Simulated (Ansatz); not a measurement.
**Relativistic treatment of P**

```xyz
1
Lattice="4.2729 0.0000 0.0000 0.0000 4.2729 0.0000 0.0000 0.0000 4.3780" Properties=species:S:1:pos:R:3 pbc="T T T"
P     0.0000    0.0000    0.0000
```

The cell comes from COD entry 1534547, which wasn't checked; take it as a given geometry.

One fixed cell is solved with PBE by full-potential LAPW in Ansatz 0.2.0 under different relativistic treatments. Pressure is positive in compression.

The runs use a Γ-centred 10×10×9 k mesh, Fermi–Dirac smearing of 0.08 eV, basis error target 0.25 meV/atom, no spin polarisation.

```tsv
setting	P (GPa)	lowest level at Γ above −25 eV, from the valence-band top or, without a gap, the Fermi level (eV)
scalar-relativistic	-3.52	?
non-relativistic	-3.52	?
```

**Question.** Give the missing entry: row "non-relativistic", column "lowest level at Γ above −25 eV, from the valence-band top or, without a gap, the Fermi level (eV)".

**Answer.** -8.68.

**Question.** What belongs in the row "scalar-relativistic", column "lowest level at Γ above −25 eV, from the valence-band top or, without a gap, the Fermi level (eV)"?

**Answer.** -8.76.
